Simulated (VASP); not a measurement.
Wanted: the native input for a VASP 6.6.1 run.

```
Task                   : single point
Functional             : PBE
Potentials or basis    : VASP PAW PBE potentials, release 64 (Cs_sv, Pb_d, Cl)
Cutoff                 : 520 eV
k mesh                 : 6 × 6 × 6
Occupations            : gaussian, width 0.05 eV
Spin                   : no spin polarisation
Dipole correction      : no
Further INCAR settings : ALGO = Fast; EDIFF = 1e-06; NBANDS = 30
```

The structure of CsPbCl3 lies in POSCAR:

```
CsPbCl3
1.0
    4.0031551156      2.3112226836      3.5591998940
   -4.0031551156      2.3112226836      3.5591998940
    0.0000000000     -4.6224453672      3.5591998940
Cs Pb Cl
1 1 3
Direct
    0.5000000000      0.5000000000      0.5000000000
    0.0000000000      0.0000000000      0.0000000000
    0.5000000000      0.0186003000      0.9813997000
    0.0186003000      0.9813997000      0.5000000000
    0.9813997000      0.5000000000      0.0186003000
```

The cell comes from a database or a generator and needn't be the stable form of this composition.

The cell isn't the ideal one: strain +0.000 along x and y, +0.080 along z, atoms carried along.

One way to write it, as run:

INCAR

```
SYSTEM = CsPbCl3
PREC = Accurate
ENCUT = 520
EDIFF = 1E-6
ISMEAR = 0
SIGMA = 0.05
LREAL = .FALSE.
LASPH = .TRUE.
NELM = 100
ALGO = Fast
ISIF = 2
LWAVE = .FALSE.
LCHARG = .FALSE.
GGA = PE
NBANDS = 30
```

KPOINTS

```
regular mesh
0
G
  6 6 6
  0 0 0
```

Potentials or basis: VASP PAW PBE potentials, release 64 (Cs_sv, Pb_d, Cl).

Command:

```console
$ cat potpaw_PBE.64/Cs_sv/POTCAR potpaw_PBE.64/Pb_d/POTCAR potpaw_PBE.64/Cl/POTCAR > POTCAR
$ mpirun -np 1 vasp_std > vasp.out
```

Results of the run:

The pressure is -1.0 GPa, the largest force is 0.015 eV/Å and the band gap on the k mesh is 2.35 eV, direct.

Caveat: spin-orbit coupling is left out, which as a rule narrows the gap of such compounds by several tenths of an eV.

Wall time 2.5 min on 1 thread of Intel(R) Xeon(R) 6975P-C (Granite Rapids) (shared host), peak memory 0.43 GiB.
